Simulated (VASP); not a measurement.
**VASP 6.6.1 run: PbF$_{2}$**

INCAR

```
LASPH = .TRUE.
ISYM = 1
NBANDS = 21
LREAL = .FALSE.
ISMEAR = -1
PREC = Accurate
IBRION = -1
NELM = 120
ISIF = 2
SIGMA = 0.02
NSW = 0
LWAVE = .FALSE.
EDIFF = 1E-7
ENCUT = 520
LCHARG = .FALSE.
GGA = PE
```

KPOINTS

```
KPOINTS created by Atomic Simulation Environment
0
Gamma
8 8 8
0 0 0
```

POSCAR

```
Pb F
 1.0000000000000000
     0.0000000000000000    2.9604388913999999    2.8745861635000001
     2.9604388913999999    0.0000000000000000    2.8745861635000001
     2.9604388913999999    2.9604388913999999    0.0000000000000000
 Pb  F
   1   2
Cartesian
  0.0000000000000000  0.0000000000000000  0.0000000000000000
  1.4802194457000000  1.4802194457000000  1.4372930817500003
  4.4406583371000004  4.4406583371000004  4.3118792452500010
```

The recommended PBE PAW datasets give the neutral cell 28 valence electrons.

Command

```
mpirun -np 1 vasp_std
```

OSZICAR

```
N       E                     dE             d eps       ncg     rms          rms(c)
DAV:   1     0.301428601698E+03    0.30143E+03   -0.14828E+04  2499   0.154E+03
DAV:   2     0.117020333934E+02   -0.28973E+03   -0.27101E+03  2620   0.427E+02
DAV:   3    -0.153647775517E+02   -0.27067E+02   -0.26744E+02  2936   0.140E+02
DAV:   4    -0.161356766149E+02   -0.77090E+00   -0.77042E+00  2826   0.246E+01
DAV:   5    -0.161619136781E+02   -0.26237E-01   -0.26235E-01  3207   0.480E+00    0.795E+00
DAV:   6    -0.142858899703E+02    0.18760E+01   -0.84182E+00  3347   0.233E+01    0.256E+00
DAV:   7    -0.142891153355E+02   -0.32254E-02   -0.42795E-01  2633   0.403E+00    0.153E+00
DAV:   8    -0.142886773432E+02    0.43799E-03   -0.97109E-02  2633   0.351E+00    0.550E-01
DAV:   9    -0.142851071670E+02    0.35702E-02   -0.18516E-02  3364   0.108E+00    0.101E-01
DAV:  10    -0.142862113261E+02   -0.11042E-02   -0.13695E-03  2553   0.272E-01    0.300E-02
DAV:  11    -0.142862202325E+02   -0.89065E-05   -0.93681E-05  2877   0.831E-02    0.897E-03
DAV:  12    -0.142862279546E+02   -0.77221E-05   -0.14758E-05  2623   0.273E-02    0.265E-03
DAV:  13    -0.142862280216E+02   -0.66965E-07   -0.10989E-06  3181   0.806E-03    0.693E-04
DAV:  14    -0.142862280264E+02   -0.48285E-08   -0.32891E-08  2186   0.154E-03
   1 F= -.14286228E+02 E0= -.14286228E+02  d E =-.302711E-11
```

Standard output (part)

```
POSCAR found type information on POSCAR PbF
 POSCAR found :  2 types and       3 ions
 LDA part: xc-table for (Slater+PW92), standard interpolation
 POSCAR, INCAR and KPOINTS ok, starting setup
 WAVECAR not read
 entering main loop
```

From OUTCAR

```
k-points           NKPTS =     59   k-points in BZ     NKDIM =     59   number of bands    NBANDS=     21

   NELECT =      28.0000    total number of electrons

   dimension x,y,z NGX =    32 NGY =   32 NGZ =   32
   dimension x,y,z NGXF=    64 NGYF=   64 NGZF=   64

  energy-cutoff  :      520.00
  volume of cell :       50.39
      direct lattice vectors                 reciprocal lattice vectors
     0.000000000  2.960438891  2.874586164    -0.168893876  0.168893876  0.173938081
     2.960438891  0.000000000  2.874586164     0.168893876 -0.168893876  0.173938081
     2.960438891  2.960438891  0.000000000     0.168893876  0.168893876 -0.173938081

 k-points in reciprocal lattice and weights: KPOINTS created by Atomic Simulation Env
   0.00000000  0.00000000  0.00000000       0.002
   0.12500000  0.00000000  0.00000000       0.016
   0.25000000  0.00000000  0.00000000       0.016
   0.37500000  0.00000000  0.00000000       0.016
   0.50000000  0.00000000  0.00000000       0.008
   0.12500000  0.12500000  0.00000000       0.004
   0.25000000  0.12500000  0.00000000       0.016
   0.37500000  0.12500000  0.00000000       0.016
   ...

 E-fermi :   2.8003

 k-point     1 :       0.0000    0.0000    0.0000
  band No.  band energies     occupation
      1     -19.0683      2.00000
      2     -18.3854      2.00000
      3     -12.1902      2.00000
      4     -12.1902      2.00000
      5     -12.1693      2.00000
      6     -12.1156      2.00000
      7     -12.1077      2.00000
      8      -2.3666      2.00000
      9      -0.4304      2.00000
     10      -0.3639      2.00000
     11      -0.3639      2.00000
     12       0.0469      2.00000
     13       0.0469      2.00000
     14       0.2591      2.00000
     15       9.0148      0.00000
     16       9.1548      0.00000
     17       9.1548      0.00000
     18      13.0278      0.00000
     19      17.2211      0.00000
     20      17.8265      0.00000
     21      19.8048      0.00000

 k-point     2 :       0.1250    0.0000    0.0000
  band No.  band energies     occupation
      1     -19.0348      2.00000
      2     -18.4157      2.00000
      3     -12.1827      2.00000
      4     -12.1726      2.00000
      5     -12.1430      2.00000
      6     -12.1160      2.00000
      7     -12.1073      2.00000
      8      -2.6753      2.00000
      9      -0.5280      2.00000
     10      -0.4270      2.00000
     11      -0.4086      2.00000
     12       0.0307      2.00000
     13       0.1431      2.00000
     14       0.5915      2.00000
     15       8.5470      0.00000
     16       9.2159      0.00000
     17       9.2837      0.00000
     18      13.9648      0.00000
     19      16.8359      0.00000
     20      17.3518      0.00000
     21      19.3322      0.00000

 ...

  Total        1.4893420      1.4893420      1.9608937      0.0000000      0.0000000      0.0000000
  in kB       47.3573622     47.3573622     62.3515290      0.0000000      0.0000000      0.0000000
  external PRESSURE =      52.3554178 kB  Pullay stress =       0.0000000 kB

 POSITION                                       TOTAL-FORCE (eV/Angst)
 -----------------------------------------------------------------------------------
      0.00000      0.00000      0.00000        -0.000000      0.000000      0.000000
      1.48022      1.48022      1.43729         0.000000      0.000000      0.000000
      4.44066      4.44066      4.31188        -0.000000     -0.000000     -0.000000
 -----------------------------------------------------------------------------------
    total drift:                                0.000000     -0.000000      0.000000

  FREE ENERGIE OF THE ION-ELECTRON SYSTEM (eV)
  ---------------------------------------------------
  free  energy   TOTEN  =       -14.2862280264 eV

  energy  without entropy=      -14.2862280264  energy(sigma->0) =      -14.28622803
```

It converged. Results: gap between bands v and c on the k mesh 4.29 eV; least direct gap on the k mesh 4.53 eV; pressure 5.2 GPa. Band v is the last that the valence electrons fill when counted band by band, and c is the next.

For comparison, a separate PBE run of the intended cell, on usual settings and not on those above, gives a gap of 4.29 eV on its mesh and a pressure of 5.2 GPa.

The run above took about 34 s on one core of a shared host (Intel Xeon Platinum 8488C) and held 0.2 GiB at most.
